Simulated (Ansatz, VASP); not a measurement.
Rh: VASP beside Ansatz

```
CELL_PARAMETERS angstrom
2.68874 0.00000 0.00000
-1.34437 2.32851 0.00000
0.00000 0.00000 4.32902
ATOMIC_POSITIONS crystal
Rh 0.66667 0.33333 0.75000
Rh 0.33333 0.66667 0.25000
```

Alike in both runs: functional PBEsol; k mesh 18 × 18 × 10; occupations gaussian, width 0.1 eV; no spin polarisation.

Ansatz relaxed the structure, and its values are those at the end. VASP's run is a single point on that final structure, the one shown.

```csv
,VASP,Ansatz
version,VASP 6.6.1,Ansatz 0.2.0
potentials or method,"VASP PAW PBE potentials, release 64 (Rh_pv)","scalar-relativistic, plane waves, PAW"
plane-wave cutoff (eV),520,420
valence electrons in the cell,30,34
```

```csv
,VASP,Ansatz,Ansatz less VASP
gap on the k mesh at the Fermi level (eV),none,none,-
pressure (GPa),0.0,0.0,+0.04
```

A gap of «none» marks a metal or a gap that the smearing closes. The functional is the same, so the differences come from potentials, cutoffs and numerics. The two sets of potentials don't hold the same shells in valence.

Caveats: the PAW data sets were made with another functional, which shifts forces and pressure a little (VASP).
